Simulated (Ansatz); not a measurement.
# Contact densities of Ca against volume

```
CELL_PARAMETERS angstrom
0.00000 2.78841 2.78841
2.78841 0.00000 2.78841
2.78841 2.78841 0.00000
ATOMIC_POSITIONS crystal
Ca 0.00000 0.00000 0.00000
```

Structure from Materials Project entry mp-45 (possibly hypothetical), not relaxed further.

Method: DFT, r2SCAN, all-electron PAW with datasets made for the crystal, scalar-relativistic in Ansatz 0.2.0.

Settings: a Γ-centred 13×13×13 k mesh, Fermi–Dirac smearing of 0.05 eV, cutoff 200 eV (chosen by the program for this cell), no spin polarisation.

The contact density is the mean electron density over the nuclear volume; its changes follow the s electrons' response to bonding and compression. Changes below are taken from the unscaled cell, where it is 41238.1 e/Å³ at Ca.

| V/V(cell) | P (GPa) | Δρ(0) Ca (e/Å³) |
| --- | --- | --- |
| 0.9405 | 1.1 | ? |
| 1.0000 | -0.1 | 0.00 |
| 1.0600 | -1.0 | ? |

Task: Give the missing entry: row "1.0600", column "Δρ(0) Ca (e/Å³)".

Result: -0.27.

Task: Give the missing entry: row "0.9405", column "Δρ(0) Ca (e/Å³)".

Result: 0.33.

The datasets are made afresh for each cell, so very small changes are uncertain.
